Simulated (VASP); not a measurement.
# PbSe (Clausthalite) (Fm-3m) in VASP: notebook, part 2 of 2

VASP 6.6.1.

## (4) Single point, PBE-based screened hybrid

This run uses another cell than the first one, of 29.82 Å³/atom, 1.040 times its volume.

POSCAR reads:

```
PbSe
1.0
    0.0000000000      3.1009263293      3.1009263293
    3.1009263293      0.0000000000      3.1009263293
    3.1009263293      3.1009263293      0.0000000000
Pb Se
1 1
Direct
    0.0000000000      0.0000000000      0.0000000000
    0.5000000000      0.5000000000      0.5000000000
```

INCAR.step1 reads:

```
PREC     = Accurate       # precision mode
ENCUT    = 520            # plane-wave cutoff, eV
EDIFF    = 1E-5           # SCF threshold, eV
ISMEAR   = -1             # smearing method
SIGMA    = 0.05           # smearing width, eV
LREAL    = F              # projectors in reciprocal space
LASPH    = T              # aspherical terms in the spheres
NELM     = 60             # most SCF steps
ALGO     = Normal         # electronic algorithm
ISIF     = 2              # what is computed and relaxed
LWAVE    = T              # write WAVECAR
LCHARG   = F              # write CHGCAR
GGA      = PE             # functional
NBANDS   = 17             # bands
```

INCAR.step2 reads:

```
PREC     = Accurate       # precision mode
ENCUT    = 520            # plane-wave cutoff, eV
EDIFF    = 1E-6           # SCF threshold, eV
ISMEAR   = -1             # smearing method
SIGMA    = 0.05           # smearing width, eV
LREAL    = F              # projectors in reciprocal space
LASPH    = T              # aspherical terms in the spheres
NELM     = 60             # most SCF steps
ALGO     = Normal         # electronic algorithm
ISIF     = 2              # what is computed and relaxed
LWAVE    = F              # write WAVECAR
LCHARG   = F              # write CHGCAR
GGA      = PE             # functional
LHFCALC  = T              # exact exchange
AEXX     = 0.25           # exact-exchange fraction
HFSCREEN = 0.3            # screening, 1/A
PRECFOCK = Normal       
ISTART   = 1            
NBANDS   = 17             # bands
```

KPOINTS reads:

```
regular mesh
0
Gamma
  4 4 4
```

Started as:

```
$ cat potpaw_PBE.64/Pb_d/POTCAR potpaw_PBE.64/Se/POTCAR > POTCAR
$ cp INCAR.step1 INCAR
$ mpirun -np 1 vasp_std > vasp.out
$ cp INCAR.step2 INCAR
$ mpirun -np 1 vasp_std > vasp.out
```

Run time: 7.9 min. Hardware: 1 thread of Intel Xeon 6975P-C (Granite Rapids), shared host; peak memory 0.31 GiB.

It converged, with:

| Quantity | Value |
| --- | --- |
| Free energy | -9.4081 eV |
| Pressure | -0.7 GPa |
| Band gap on the k mesh | 0.73 eV, direct |

Levels at points of the mesh, in eV from the valence-band top:
```csv
k point,band 7,band 8,band 9,band 10,band 11,band 12,band 13,band 14
"(0.00, 0.00, 0.00)",-6.61,-1.92,-1.92,-1.92,5.24,5.24,5.24,7.11
"(0.50, 0.00, 0.00)",-9.21,-1.54,-1.54,0.00,0.73,2.16,2.16,9.13
"(0.50, 0.50, 0.00)",-7.71,-5.10,-3.30,-3.30,4.23,6.14,6.14,6.58
```

Caveat: the k points lie up to 0.44 Å⁻¹ apart; the PAW data sets were made with another functional, which shifts forces and pressure a little; spin-orbit coupling is left out, which moves the levels of the heavy elements.

## (5) Single point, PBE-based screened hybrid

This run uses another cell than the first one, of 30.39 Å³/atom, 1.060 times its volume.

POSCAR reads:

```
PbSe
1.0
    0.0000000000      3.1206779849      3.1206779849
    3.1206779849      0.0000000000      3.1206779849
    3.1206779849      3.1206779849      0.0000000000
Pb Se
1 1
Direct
    0.0000000000      0.0000000000      0.0000000000
    0.5000000000      0.5000000000      0.5000000000
```

INCAR.step1 reads:

```
ALGO = Normal
EDIFF = 1E-5
ENCUT = 520
GGA = PE
ISIF = 2
ISMEAR = -1
LASPH = True
LREAL = False
LWAVE = True
NBANDS = 17
NELM = 60
PREC = Accurate
SIGMA = 0.05
```

INCAR.step2 reads:

```
AEXX = 0.25
ALGO = Normal
EDIFF = 1E-6
ENCUT = 520
GGA = PE
HFSCREEN = 0.3
ISIF = 2
ISMEAR = -1
ISTART = 1
LASPH = True
LCHARG = True
LELF = True
LHFCALC = True
LREAL = False
LVHAR = True
LWAVE = False
NBANDS = 17
NELM = 60
PREC = Accurate
PRECFOCK = Normal
SIGMA = 0.05
```

KPOINTS reads:

```
k-points
0
Gamma
  4 4 4
```

Started as:

```
$ cat potpaw_PBE.64/Pb_d/POTCAR potpaw_PBE.64/Se/POTCAR > POTCAR
$ cp INCAR.step1 INCAR
$ mpirun -np 1 vasp_std > vasp.out
$ cp INCAR.step2 INCAR
$ mpirun -np 1 vasp_std > vasp.out
```

It took 8.4 min on 1 thread of Intel Xeon 6975P-C (Granite Rapids), shared host; peak memory 0.31 GiB.

It converged, with:

- Free energy: -9.4003 eV
- Pressure: -1.6 GPa
- Band gap on the k mesh: 0.79 eV, direct

Levels at points of the mesh, in eV from the valence-band top:
```csv
k point,band 8,band 9,band 10,band 11,band 12,band 13
"(0.00, 0.00, 0.00)",-1.82,-1.82,-1.82,5.21,5.21,5.21
"(0.50, 0.00, 0.00)",-1.45,-1.45,0.00,0.79,2.21,2.21
"(0.50, 0.50, 0.00)",-4.92,-3.16,-3.16,4.32,6.08,6.08
```

Caveat: the k points lie up to 0.44 Å⁻¹ apart; the PAW data sets were made with another functional, which shifts forces and pressure a little; spin-orbit coupling is left out, which moves the levels of the heavy elements. A k mesh can miss the band edges.

## (6) Single point, PBEsol, non-collinear spin, zero start, spin-orbit coupling

INCAR reads:

```
SYSTEM = PbSe
PREC = Accurate
ENCUT = 520
EDIFF = 1E-6
ISMEAR = -1
SIGMA = 0.05
LREAL = .False.
LASPH = .True.
NELM = 150
ALGO = Normal
ISIF = 2
LWAVE = .False.
LCHARG = .False.
MAGMOM = 0 0 0 0 0 0
LORBIT = 11
LSORBIT = .True.
GGA_COMPAT = .False.
LORBMOM = .True.
GGA = PS
NBANDS = 32
```

KPOINTS reads:

```
Automatic mesh
0
Gamma
  8 8 8
  0 0 0
```

POSCAR reads:

```
PbSe
1.0
    0.0000000000      3.0606500000      3.0606500000
    3.0606500000      0.0000000000      3.0606500000
    3.0606500000      3.0606500000      0.0000000000
Pb Se
1 1
Direct
    0.0000000000      0.0000000000      0.0000000000
    0.5000000000      0.5000000000      0.5000000000
```

Potentials or basis: VASP PAW PBE potentials, release 64 (Pb_d, Se).

Started as:

```
$ cat potpaw_PBE.64/Pb_d/POTCAR potpaw_PBE.64/Se/POTCAR > POTCAR
$ mpirun -np 1 vasp_ncl > vasp.out
```

OUTCAR:

```text
SYSTEM = PbSe
   PREC = Accurate
   ENCUT = 520
   EDIFF = 1E-6
   ISMEAR = -1
   LREAL = .False.
   LASPH = .True.
   NELM = 150
   ISIF = 2
   LORBIT = 11
   LSORBIT = .True.
   GGA = PS

 ion  position               nearest neighbor table
   1  0.000  0.000  0.000-   2 3.06   2 3.06   2 3.06   2 3.06   2 3.06   2 3.06
   2  0.500  0.500  0.500-   1 3.06   1 3.06   1 3.06   1 3.06   1 3.06   1 3.06

  LATTYP: Found a face centered cubic cell.
 ALAT       =     6.1213000000

  Lattice vectors:

 A1 = (   0.0000000000,   3.0606500000,   3.0606500000)
 A2 = (   3.0606500000,   0.0000000000,   3.0606500000)
 A3 = (   3.0606500000,   3.0606500000,   0.0000000000)

Analysis of symmetry for initial positions (statically):
=====================================================================
 Subroutine PRICEL returns:
 Original cell was already a primitive cell.

 Routine SETGRP: Setting up the symmetry group for a
 face centered cubic supercell.

 Subroutine GETGRP returns: Found 48 space group operations
 (whereof 48 operations were pure point group operations)
 out of a pool of 48 trial point group operations.

The static configuration has the point symmetry O_h .

Analysis of symmetry for dynamics (positions and initial velocities):
=====================================================================
 Subroutine PRICEL returns:
 Original cell was already a primitive cell.

 Routine SETGRP: Setting up the symmetry group for a
 face centered cubic supercell.

 Subroutine GETGRP returns: Found 48 space group operations
 (whereof 48 operations were pure point group operations)
 out of a pool of 48 trial point group operations.

The dynamic configuration has the point symmetry O_h .

Analysis of structural, dynamic, and magnetic symmetry:
=====================================================================
 Subroutine PRICEL returns:
 Original cell was already a primitive cell.

 Routine SETGRP: Setting up the symmetry group for a
[... 1047 lines left out ...]

 # of ion     p       d       tot
 ----------------------------------------
  1         0.000  -0.000  -0.000
  2         0.000   0.000   0.000
 ----------------------------------------
            0.000  -0.000  -0.000

 orbital moment (z)

 # of ion     p       d       tot
 ----------------------------------------
  1         0.000   0.000   0.000
  2         0.000   0.000   0.000
 ----------------------------------------
            0.000   0.000   0.000

 Spin-Orbit-Coupling matrix elements

 Ion:    1  E_soc:     -0.8539093
 l=   1
     0.0000000    -0.0751173    -0.0751173
    -0.0751173     0.0000000    -0.0751173
    -0.0751173    -0.0751173     0.0000000
 l=   2
     0.0000000    -0.0134948     0.0000000    -0.0134948    -0.0537062
    -0.0134948     0.0000000    -0.0402796    -0.0134948    -0.0134265
     0.0000000    -0.0402796     0.0000000    -0.0402796     0.0000000
    -0.0134948    -0.0134948    -0.0402796     0.0000000    -0.0134265
    -0.0537062    -0.0134265     0.0000000    -0.0134265     0.0000000
 l=   3
     0.0000000     0.0000000     0.0000000     0.0000000     0.0000000     0.0000000     0.0000000
     0.0000000     0.0000000     0.0000000     0.0000000     0.0000000     0.0000000     0.0000000
     0.0000000     0.0000000     0.0000000     0.0000000     0.0000000     0.0000000     0.0000000
     0.0000000     0.0000000     0.0000000     0.0000000     0.0000000     0.0000000     0.0000000
     0.0000000     0.0000000     0.0000000     0.0000000     0.0000000     0.0000000     0.0000000
     0.0000000     0.0000000     0.0000000     0.0000000     0.0000000     0.0000000     0.0000000
     0.0000000     0.0000000     0.0000000     0.0000000     0.0000000     0.0000000     0.0000000

 Ion:    2  E_soc:     -0.0492716
 l=   1
     0.0000000    -0.0082291    -0.0082291
    -0.0082291     0.0000000    -0.0082291
    -0.0082291    -0.0082291     0.0000000
 l=   2
     0.0000000    -0.0000022     0.0000000    -0.0000022     0.0000194
    -0.0000022     0.0000000     0.0000146    -0.0000022     0.0000049
     0.0000000     0.0000146     0.0000000     0.0000146     0.0000000
    -0.0000022    -0.0000022     0.0000146     0.0000000     0.0000049
     0.0000194     0.0000049     0.0000000     0.0000049     0.0000000
 l=   3
     0.0000000     0.0000000     0.0000000     0.0000000     0.0000000     0.0000000     0.0000000
     0.0000000     0.0000000     0.0000000     0.0000000     0.0000000     0.0000000     0.0000000
     0.0000000     0.0000000     0.0000000     0.0000000     0.0000000     0.0000000     0.0000000
     0.0000000     0.0000000     0.0000000     0.0000000     0.0000000     0.0000000     0.0000000
     0.0000000     0.0000000     0.0000000     0.0000000     0.0000000     0.0000000     0.0000000
     0.0000000     0.0000000     0.0000000     0.0000000     0.0000000     0.0000000     0.0000000
     0.0000000     0.0000000     0.0000000     0.0000000     0.0000000     0.0000000     0.0000000

 total charge

# of ion       s       p       d       tot
------------------------------------------
    1        1.451   0.568   9.839  11.858
    2        1.474   2.298   0.018   3.790
--------------------------------------------------
tot          2.925   2.865   9.857  15.648

 magnetization (x)

# of ion       s       p       d       tot
------------------------------------------
    1       -0.000   0.000   0.000  -0.000
    2       -0.000   0.000  -0.000  -0.000
--------------------------------------------------
tot         -0.000   0.000  -0.000  -0.000

 magnetization (y)

# of ion       s       p       d       tot
------------------------------------------
    1        0.000   0.000   0.000   0.000
    2        0.000   0.000  -0.000   0.000
--------------------------------------------------
tot          0.000   0.000  -0.000   0.000

 magnetization (z)

# of ion       s       p       d       tot
------------------------------------------
    1        0.000   0.000   0.000   0.000
    2        0.000   0.000  -0.000  -0.000
--------------------------------------------------
tot          0.000   0.000  -0.000   0.000
```

Wall time 90 s (1 thread of Intel Xeon Platinum 8375C at 2.90GHz (Ice Lake), shared host); peak memory 0.34 GiB.

What came out:

```yaml
Free_energy: -9.3462 eV
Pressure: -0.8 GPa
Net_moment: 0.00 μB per cell
Valence_electrons_inside_the_program's_atomic_spheres: Pb 11.86; Se 3.79
```

Moments on the atoms (μB; x, y, z):
```
Pb  0.00 0.00 0.00
Se  0.00 0.00 0.00
```

Caveat: the PAW data sets were made with another functional, which shifts forces and pressure a little.

## (7) Overview

| level | spin | cell | k mesh | grid for exact exchange (PRECFOCK) | share of exact exchange | screening parameter | gap on the mesh (eV) | pressure (GPa) |
| --- | --- | --- | --- | --- | --- | --- | --- | --- |
| PBEsol | off | a = 4.328 Å, angles 60.0°, 2 atoms | 6 × 6 × 6 | - | - | - | 0.21 | -0.6 |
| PBE-based screened hybrid | off | a = 4.357 Å, angles 60.0°, 2 atoms | 4 × 4 × 4 | Normal | 0.25 | 0.3 1/Å | 0.66 | 0.3 |
| PBE-based screened hybrid | off | a = 4.385 Å, angles 60.0°, 2 atoms | 4 × 4 × 4 | Normal | 0.25 | 0.3 1/Å | 0.73 | -0.7 |
| PBE-based screened hybrid | off | a = 4.413 Å, angles 60.0°, 2 atoms | 4 × 4 × 4 | Normal | 0.25 | 0.3 1/Å | 0.79 | -1.6 |
| PBEsol | non-collinear, zero start, SOC | a = 4.328 Å, angles 60.0°, 2 atoms | 8 × 8 × 8 | - | - | - | - | -0.8 |

Alike in all rows: task single point; potentials or basis VASP PAW PBE potentials, release 64 (Pb_d, Se); cutoff (eV) 520; smearing fermi-dirac 0.05 eV.

Caveats: some runs use coarse meshes; the PAW data sets were made with another functional, which shifts forces and pressure a little; spin-orbit coupling is left out, which moves the levels of the heavy elements (some runs).

Absolute energies hang on the potentials; compare differences alone.

## (8) How close it comes

Step 2. A measured gap of PbSe is 0.28 eV (direct; 300 K; a printed reference work, monograph); the calculated 0.21 eV misses it by -0.07 eV. 2 values of this kind are on record (0.15 to 0.28 eV); this one was drawn at random. Spin-orbit coupling on Pb, Se is left out. The value is that of PBEsol on a finite k mesh, which can miss the band edges, without temperature or zero-point motion. Semilocal functionals fall short of measured gaps as a rule.
